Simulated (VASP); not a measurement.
# GaAs (F-43m) in VASP: notebook

Aim: see how the results for GaAs move with the level of theory and the settings. Levels: PBE0, r2SCAN-EpsX. Tasks: band structure.

All numbers are computed with VASP 6.6.1; they aren't measurements. Logs are shortened: lines on timing, memory, paths and dates and some standing lists are left out, and cuts for length are marked.

**What was measured.**

“Evidence of valence band perturbations in GaAsN/GaAs(001): A combined variable-angle spectroscopic ellipsometry and modulated photoreflectance investigation”, 2008, arxiv:0805.2212 reports, for a bulk crystal of GaAs at 300 K: band gap 1.418 ± 0.005 eV (direct); band gap 1.412 ± 0.01 eV (direct).

How close the calculation comes is told below.

**1. Starting point**

The structure is cubic, space group F-43m (No. 216). Conventional cell: a = 5.654 Å, b = 5.654 Å, c = 5.654 Å, α = 90.00°, β = 90.00°, γ = 90.00°. Around As (site symmetry -43m) lie 4 Ga at 2.45 Å. Around Ga (site symmetry -43m) lie 4 As at 2.45 Å.

**2. Band structure, PBE0**

Contents of POSCAR:

```
GaAs
1.0
    0.0000000000      2.8268500000      2.8268500000
    2.8268500000      0.0000000000      2.8268500000
    2.8268500000      2.8268500000      0.0000000000
As Ga
1 1
Direct
    0.7500000000      0.7500000000      0.7500000000
    0.0000000000      0.0000000000      0.0000000000
```

Contents of INCAR.step1:

```
ALGO     = Normal         # electronic algorithm
EDIFF    = 1E-5           # SCF threshold, eV
ENCUT    = 520            # plane-wave cutoff, eV
GGA      = PE             # functional
ISIF     = 2              # what is computed and relaxed
ISMEAR   = 0              # smearing method
KPAR     = 4            
LASPH    = T              # aspherical terms in the spheres
LCHARG   = F              # write CHGCAR
LREAL    = F              # projectors in reciprocal space
LWAVE    = T              # write WAVECAR
NBANDS   = 16             # bands
NELM     = 80             # most SCF steps
PREC     = Accurate       # precision mode
SIGMA    = 0.02           # smearing width, eV
```

Contents of INCAR.step2:

```
AEXX     = 0.25           # exact-exchange fraction
ALGO     = Normal         # electronic algorithm
EDIFF    = 1E-6           # SCF threshold, eV
ENCUT    = 520            # plane-wave cutoff, eV
GGA      = PE             # functional
HFRCUT   = -1           
ISIF     = 2              # what is computed and relaxed
ISMEAR   = 0              # smearing method
ISTART   = 1            
KPAR     = 4            
LASPH    = T              # aspherical terms in the spheres
LCHARG   = F              # write CHGCAR
LHFCALC  = T              # exact exchange
LREAL    = F              # projectors in reciprocal space
LWAVE    = F              # write WAVECAR
NBANDS   = 16             # bands
NELM     = 80             # most SCF steps
PREC     = Accurate       # precision mode
PRECFOCK = Fast         
SIGMA    = 0.02           # smearing width, eV
```

Contents of KPOINTS:

```
k-points
0
Gamma
  6 6 6
```

Contents of KPOINTS_OPT:

```
path GXWKGLUWLK,UX
10
line-mode
reciprocal
 0.0000000000  0.0000000000  0.0000000000  G
 0.5000000000  0.0000000000  0.5000000000  X

 0.5000000000  0.0000000000  0.5000000000  X
 0.5000000000  0.2500000000  0.7500000000  W

 0.5000000000  0.2500000000  0.7500000000  W
 0.3750000000  0.3750000000  0.7500000000  K

 0.3750000000  0.3750000000  0.7500000000  K
 0.0000000000  0.0000000000  0.0000000000  G

 0.0000000000  0.0000000000  0.0000000000  G
 0.5000000000  0.5000000000  0.5000000000  L

 0.5000000000  0.5000000000  0.5000000000  L
 0.6250000000  0.2500000000  0.6250000000  U

 0.6250000000  0.2500000000  0.6250000000  U
 0.5000000000  0.2500000000  0.7500000000  W

 0.5000000000  0.2500000000  0.7500000000  W
 0.5000000000  0.5000000000  0.5000000000  L

 0.5000000000  0.5000000000  0.5000000000  L
 0.3750000000  0.3750000000  0.7500000000  K

 0.6250000000  0.2500000000  0.6250000000  U
 0.5000000000  0.0000000000  0.5000000000  X
```

Potentials or basis: VASP PAW PBE potentials, release 64 (As, Ga_d).

Started as:

```console
cat potpaw_PBE.64/As/POTCAR potpaw_PBE.64/Ga_d/POTCAR > POTCAR
cp INCAR.step1 INCAR
mpirun -np 4 vasp_std > vasp.out
cp INCAR.step2 INCAR
mpirun -np 4 vasp_std > vasp.out
```

OUTCAR:

```text
AEXX = 0.25
   EDIFF = 1E-6
   ENCUT = 520
   GGA = PE
   ISIF = 2
   ISMEAR = 0
   ISTART = 1
   LASPH = T
   LHFCALC = T
   LREAL = F
   NELM = 80
   PREC = Accurate
   PRECFOCK = Fast

 ion  position               nearest neighbor table
   1  0.750  0.750  0.750-   2 2.45   2 2.45   2 2.45   2 2.45
   2  0.000  0.000  0.000-   1 2.45   1 2.45   1 2.45   1 2.45

  LATTYP: Found a face centered cubic cell.
 ALAT       =     5.6537000000

  Lattice vectors:

 A1 = (   0.0000000000,   2.8268500000,   2.8268500000)
 A2 = (   2.8268500000,   0.0000000000,   2.8268500000)
 A3 = (   2.8268500000,   2.8268500000,   0.0000000000)

Analysis of symmetry for initial positions (statically):
=====================================================================
 Subroutine PRICEL returns:
 Original cell was already a primitive cell.

 Routine SETGRP: Setting up the symmetry group for a
 face centered cubic supercell.

 Subroutine GETGRP returns: Found 24 space group operations
 (whereof 24 operations were pure point group operations)
 out of a pool of 48 trial point group operations.

The static configuration has the point symmetry T_d .

Analysis of symmetry for dynamics (positions and initial velocities):
=====================================================================
 Subroutine PRICEL returns:
 Original cell was already a primitive cell.

 Routine SETGRP: Setting up the symmetry group for a
 face centered cubic supercell.

 Subroutine GETGRP returns: Found 24 space group operations
 (whereof 24 operations were pure point group operations)
 out of a pool of 48 trial point group operations.

The dynamic configuration has the point symmetry T_d .

 Subroutine INISYM returns: Found 24 space group operations
 (whereof 24 operations are pure point group operations),
 and found     1 'primitive' translations

----------------------------------------------------------------------------------------

                                     Primitive cell

  volume of cell :      45.1792

  direct lattice vectors                    reciprocal lattice vectors
     0.000000000  2.826850000  2.826850000    -0.176875321  0.176875321  0.176875321
     2.826850000  0.000000000  2.826850000     0.176875321 -0.176875321  0.176875321
     2.826850000  2.826850000  0.000000000     0.176875321  0.176875321 -0.176875321

  length of vectors
     3.997769609  3.997769609  3.997769609     0.306357042  0.306357042  0.306357042

  position of ions in fractional coordinates (direct lattice)
     0.750000000  0.750000000  0.750000000
     0.000000000  0.000000000  0.000000000

  ion indices of the primitive-cell ions
   primitive index   ion index
                 1           1
                 2           2

----------------------------------------------------------------------------------------

 KPOINTS: k-points

Automatic generation of k-mesh.
 Grid dimensions read from file:
 generate k-points for:    6    6    6

 Generating k-lattice:

  Cartesian coordinates                     Fractional coordinates (reciprocal lattice)
    -0.029479220  0.029479220  0.029479220     0.166666667  0.000000000  0.000000000
     0.029479220 -0.029479220  0.029479220     0.000000000  0.166666667  0.000000000
     0.029479220  0.029479220 -0.029479220     0.000000000  0.000000000  0.166666667

  Length of vectors
     0.051059507  0.051059507  0.051059507

  Shift w.r.t. Gamma in fractional coordinates (k-lattice)
     0.000000000  0.000000000  0.000000000

 Subroutine IBZKPT returns following result:
 ===========================================

 Found     16 irreducible k-points:

 Following reciprocal coordinates:
            Coordinates               Weight
  0.000000  0.000000  0.000000      1.000000
  0.166667  0.000000  0.000000      8.000000
  0.333333  0.000000  0.000000      8.000000
  0.500000  0.000000  0.000000      4.000000
  0.166667  0.166667  0.000000      6.000000
  0.333333  0.166667  0.000000     24.000000
[... 8 lines left out ...]
 -0.333333  0.333333  0.166667     24.000000
[... 43 lines left out ...]

 val. band max:        3.1855562279   @ k =   0.0000   0.0000   0.0000
 cond. band min:       5.2053032702   @ k =   0.0000   0.0000   0.0000
 fundamental gap:      2.0197470423
 Fermi energy:         3.2790443871

 k-point     1 :       0.0000    0.0000    0.0000
  band No.  band energies     occupation
      1     -14.2710      2.00000
      2     -14.2710      2.00000
      3     -14.2710      2.00000
      4     -14.1901      2.00000
      5     -14.1901      2.00000
      6     -10.8911      2.00000
[... 8 lines left out ...]
     15      14.9928      0.00000
     16      14.9928      0.00000

 k-point     2 :       0.1667    0.0000    0.0000
  band No.  band energies     occupation
      1     -14.2852      2.00000
      2     -14.2657      2.00000
      3     -14.2657      2.00000
      4     -14.1903      2.00000
      5     -14.1903      2.00000
      6     -10.5443      2.00000
[... 8 lines left out ...]
     15      13.8410      0.00000
     16      13.8410      0.00000

 k-point     3 :       0.3333    0.0000    0.0000
  band No.  band energies     occupation
      1     -14.3118      2.00000
      2     -14.2564      2.00000
      3     -14.2564      2.00000
      4     -14.1893      2.00000
      5     -14.1893      2.00000
      6      -9.6464      2.00000
[... 8 lines left out ...]
     15      14.5453      0.00000
     16      14.5453      0.00000

 k-point     4 :       0.5000    0.0000    0.0000
  band No.  band energies     occupation
      1     -14.3249      2.00000
      2     -14.2528      2.00000
      3     -14.2528      2.00000
      4     -14.1877      2.00000
      5     -14.1877      2.00000
      6      -8.9615      2.00000
[... 8 lines left out ...]
     15      16.9391      0.00000
     16      16.9391      0.00000
[... 172 lines left out ...]
 k-point    14 :       0.5000    0.3333    0.1667
  band No.  band energies     occupation
      1     -14.3316      2.00000
      2     -14.2461      2.00000
      3     -14.2401      2.00000
      4     -14.1995      2.00000
      5     -14.1853      2.00000
      6      -8.9103      2.00000
[... 8 lines left out ...]
     15      16.1780      0.00000
     16      18.2440      0.00000

 k-point    15 :      -0.3333    0.3333    0.1667
  band No.  band energies     occupation
      1     -14.3370      2.00000
      2     -14.2456      2.00000
      3     -14.2353      2.00000
      4     -14.1978      2.00000
      5     -14.1874      2.00000
      6      -8.3535      2.00000
[... 8 lines left out ...]
     15      17.2275      0.00000
     16      17.8729      0.00000

 k-point    16 :      -0.3333    0.5000    0.1667
  band No.  band energies     occupation
      1     -14.3454      2.00000
      2     -14.2388      2.00000
      3     -14.2292      2.00000
      4     -14.2042      2.00000
      5     -14.1842      2.00000
      6      -8.0934      2.00000
[... 8 lines left out ...]
     15      17.3573      0.00000
     16      18.4057      0.00000

------------------------ aborting loop because EDIFF is reached ----------------------------------------

  FORCE on cell =-STRESS in cart. coord.  units (eV):
  Direction    XX          YY          ZZ          XY          YZ          ZX
  --------------------------------------------------------------------------------------
  -------------------------------------------------------------------------------------
  Total        0.2170266      0.2170266      0.2170266     -0.0000000      0.0000000     -0.0000000
  in kB        7.6963568      7.6963568      7.6963568     -0.0000000      0.0000000     -0.0000000
  external PRESSURE =       7.6963568 kB  Pullay stress =       0.0000000 kB

 VOLUME and BASIS-vectors are now :
 -----------------------------------------------------------------------------
  energy-cutoff  :      520.00
  volume of cell :       45.18
      direct lattice vectors                 reciprocal lattice vectors
     0.000000000  2.826850000  2.826850000    -0.176875321  0.176875321  0.176875321
     2.826850000  0.000000000  2.826850000     0.176875321 -0.176875321  0.176875321
     2.826850000  2.826850000  0.000000000     0.176875321  0.176875321 -0.176875321

 POSITION                                       TOTAL-FORCE (eV/Angst)
 -----------------------------------------------------------------------------------
      4.24027      4.24027      4.24027         0.000000      0.000000     -0.000000
      0.00000      0.00000      0.00000        -0.000000     -0.000000      0.000000
 -----------------------------------------------------------------------------------
    total drift:                                0.000041      0.000035      0.000028

  FREE ENERGIE OF THE ION-ELECTRON SYSTEM (eV)
  ---------------------------------------------------
  free  energy   TOTEN  =       -10.7138430311 eV

  energy  without entropy=      -10.7138430311  energy(sigma->0) =      -10.71384303
```

Run time: 42 min. Hardware: 4 MPI ranks of Intel Xeon Platinum 8259CL at 2.50GHz (Skylake/Cascade Lake), shared host; peak memory 0.26 GiB.

What came out:

| Quantity | Value |
| --- | --- |
| Free energy | -10.7138 eV |
| Pressure | 0.8 GPa |
| Band gap on the k mesh | 2.02 eV, direct |
| Band gap along the path | 2.02 eV, direct |

Levels at the corners of the path, in eV from the valence-band top:
```csv
point,band 6,band 7,band 8,band 9,band 10,band 11,band 12,band 13
Γ,-14.08,0.00,0.00,0.00,2.02,5.21,5.21,5.21
X,-11.32,-7.49,-2.96,-2.96,2.72,2.98,12.24,12.24
X,-11.32,-7.49,-2.96,-2.96,2.72,2.98,12.24,12.24
W,-11.26,-7.26,-3.92,-3.68,6.14,6.33,7.10,7.55
W,-11.26,-7.26,-3.92,-3.68,6.14,6.33,7.10,7.55
K,-11.37,-7.27,-4.26,-2.49,3.29,6.20,9.79,9.90
K,-11.37,-7.27,-4.26,-2.49,3.29,6.20,9.79,9.90
Γ,-14.08,0.00,0.00,0.00,2.02,5.21,5.21,5.21
Γ,-14.08,0.00,0.00,0.00,2.02,5.21,5.21,5.21
L,-12.15,-7.32,-1.26,-1.26,2.40,6.15,6.15,9.33
L,-12.15,-7.32,-1.26,-1.26,2.40,6.15,6.15,9.33
U,-11.37,-7.27,-4.26,-2.49,3.29,6.20,9.79,9.90
U,-11.37,-7.27,-4.26,-2.49,3.29,6.20,9.79,9.90
W,-11.26,-7.26,-3.92,-3.68,6.14,6.33,7.10,7.55
W,-11.26,-7.26,-3.92,-3.68,6.14,6.33,7.10,7.55
L,-12.15,-7.32,-1.26,-1.26,2.40,6.15,6.15,9.33
L,-12.15,-7.32,-1.26,-1.26,2.40,6.15,6.15,9.33
K,-11.37,-7.27,-4.26,-2.49,3.29,6.20,9.79,9.90
U,-11.37,-7.27,-4.26,-2.49,3.29,6.20,9.79,9.90
X,-11.32,-7.49,-2.96,-2.96,2.72,2.98,12.24,12.24
```

Caveat: the PAW data sets were made with another functional, which shifts forces and pressure a little.

**3. Band structure, r2SCAN-EpsX**

POSCAR is that of step 2.

INCAR.step1, as its differences from that of step 2:

```diff
@@ -1,3 +1,3 @@
 ALGO     = Normal         # electronic algorithm
-EDIFF    = 1E-5           # SCF threshold, eV
+EDIFF    = 1E-8           # SCF threshold, eV
 ENCUT    = 520            # plane-wave cutoff, eV
@@ -9,5 +9,5 @@
 LCHARG   = F              # write CHGCAR
+LEPSILON = T              # dielectric tensor by DFPT
 LREAL    = F              # projectors in reciprocal space
-LWAVE    = T              # write WAVECAR
-NBANDS   = 16             # bands
+LWAVE    = F              # write WAVECAR
 NELM     = 80             # most SCF steps
```

Contents of KPOINTS.step1:

```
Automatic mesh
0
G
  8 8 8
  0 0 0
```

Contents of INCAR.step2:

```
ALGO     = Normal         # electronic algorithm
EDIFF    = 1E-5           # SCF threshold, eV
ENCUT    = 520            # plane-wave cutoff, eV
GGA      = PE             # functional
ISIF     = 2              # what is computed and relaxed
ISMEAR   = 0              # smearing method
KPAR     = 4            
LASPH    = T              # aspherical terms in the spheres
LCHARG   = F              # write CHGCAR
LREAL    = F              # projectors in reciprocal space
LWAVE    = T              # write WAVECAR
NBANDS   = 16             # bands
NELM     = 80             # most SCF steps
PREC     = Accurate       # precision mode
SIGMA    = 0.02           # smearing width, eV
```

Contents of KPOINTS.step2:

```
k-points
0
Gamma
  6 6 6
```

Contents of INCAR.step3:

```
AEXX     = 0.0346         # exact-exchange fraction
ALGO     = Normal         # electronic algorithm
EDIFF    = 1E-6           # SCF threshold, eV
ENCUT    = 520            # plane-wave cutoff, eV
HFRCUT   = -1           
ISIF     = 2              # what is computed and relaxed
ISMEAR   = 0              # smearing method
ISTART   = 1            
KPAR     = 4            
LASPH    = T              # aspherical terms in the spheres
LCHARG   = F              # write CHGCAR
LHFCALC  = T              # exact exchange
LMIXTAU  = T            
LREAL    = F              # projectors in reciprocal space
LWAVE    = F              # write WAVECAR
METAGGA  = R2SCAN         # meta-GGA
NBANDS   = 16             # bands
NELM     = 80             # most SCF steps
PREC     = Accurate       # precision mode
PRECFOCK = Fast         
SIGMA    = 0.02           # smearing width, eV
```

Contents of KPOINTS.step3:

```
k-points
0
Gamma
  6 6 6
```

KPOINTS_OPT is that of step 2.

Potentials or basis: VASP PAW PBE potentials, release 64 (As, Ga_d).

Started as:

```console
cat potpaw_PBE.64/As/POTCAR potpaw_PBE.64/Ga_d/POTCAR > POTCAR
cp INCAR.step1 INCAR
cp KPOINTS.step1 KPOINTS
mpirun -np 4 vasp_std > vasp.out
cp INCAR.step2 INCAR
cp KPOINTS.step2 KPOINTS
mpirun -np 4 vasp_std > vasp.out
cp INCAR.step3 INCAR
cp KPOINTS.step3 KPOINTS
mpirun -np 4 vasp_std > vasp.out
```

It took 41 min on 4 MPI ranks of Intel Xeon Platinum 8259CL at 2.50GHz (Skylake/Cascade Lake), shared host; peak memory 0.29 GiB.

The run converged. Its results:

| Item | Value |
| --- | --- |
| Free energy | -26.7615 eV |
| Pressure | 0.5 GPa |
| Band gap on the k mesh | 1.16 eV, direct |
| Band gap along the path | 1.16 eV, direct |

Levels at the corners of the path, in eV from the valence-band top:
```tsv
point	band 5	band 6	band 7	band 8	band 9	band 10	band 11	band 12	band 13	band 14
Γ	-15.51	-13.38	0.00	0.00	0.00	1.16	4.22	4.22	4.22	8.44
X	-15.50	-10.72	-7.08	-2.81	-2.81	1.91	2.11	11.11	11.11	11.98
X	-15.50	-10.72	-7.08	-2.81	-2.81	1.91	2.11	11.11	11.11	11.98
W	-15.51	-10.66	-6.88	-3.69	-3.48	5.23	5.24	6.10	6.66	12.06
W	-15.51	-10.66	-6.88	-3.69	-3.48	5.23	5.24	6.10	6.66	12.06
K	-15.50	-10.76	-6.88	-4.03	-2.37	2.43	5.21	8.76	8.81	9.46
K	-15.50	-10.76	-6.88	-4.03	-2.37	2.43	5.21	8.76	8.81	9.46
Γ	-15.51	-13.38	0.00	0.00	0.00	1.16	4.22	4.22	4.22	8.44
Γ	-15.51	-13.38	0.00	0.00	0.00	1.16	4.22	4.22	4.22	8.44
L	-15.51	-11.51	-6.91	-1.20	-1.20	1.52	5.17	5.17	8.48	11.36
L	-15.51	-11.51	-6.91	-1.20	-1.20	1.52	5.17	5.17	8.48	11.36
U	-15.50	-10.76	-6.88	-4.03	-2.37	2.43	5.21	8.76	8.81	9.46
U	-15.50	-10.76	-6.88	-4.03	-2.37	2.43	5.21	8.76	8.81	9.46
W	-15.51	-10.66	-6.88	-3.69	-3.48	5.23	5.24	6.10	6.66	12.06
W	-15.51	-10.66	-6.88	-3.69	-3.48	5.23	5.24	6.10	6.66	12.06
L	-15.51	-11.51	-6.91	-1.20	-1.20	1.52	5.17	5.17	8.48	11.36
L	-15.51	-11.51	-6.91	-1.20	-1.20	1.52	5.17	5.17	8.48	11.36
K	-15.50	-10.76	-6.88	-4.03	-2.37	2.43	5.21	8.76	8.81	9.46
U	-15.50	-10.76	-6.88	-4.03	-2.37	2.43	5.21	8.76	8.81	9.46
X	-15.50	-10.72	-7.08	-2.81	-2.81	1.91	2.11	11.11	11.11	11.98
```

Caveat: the PAW data sets were made with another functional, which shifts forces and pressure a little.

**4. How close it comes**

Step 2. Measured gap of GaAs: 1.418 eV (direct; 300 K; “Evidence of valence band perturbations in GaAsN/GaAs(001): A combined variable-angle spectroscopic ellipsometry and modulated photoreflectance investigation”, 2008, arxiv:0805.2212). This calculation gives 2.02 eV (+0.60 eV). 3 values of this kind are on record (1.412 to 1.51 eV); this one was drawn at random among those near their median, those with a stated uncertainty first. Spin-orbit coupling on As, Ga is left out. The value is that of PBE0, without temperature or zero-point motion.

Step 3. A measured gap of GaAs is 1.412 eV (direct; 300 K; “Evidence of valence band perturbations in GaAsN/GaAs(001): A combined variable-angle spectroscopic ellipsometry and modulated photoreflectance investigation”, 2008, arxiv:0805.2212); the calculated 1.16 eV misses it by -0.25 eV. 3 values of this kind are on record (1.412 to 1.51 eV); this one was drawn at random among those near their median, those with a stated uncertainty first. Spin-orbit coupling on As, Ga is left out. The value is that of r2SCAN-EpsX, without temperature or zero-point motion.
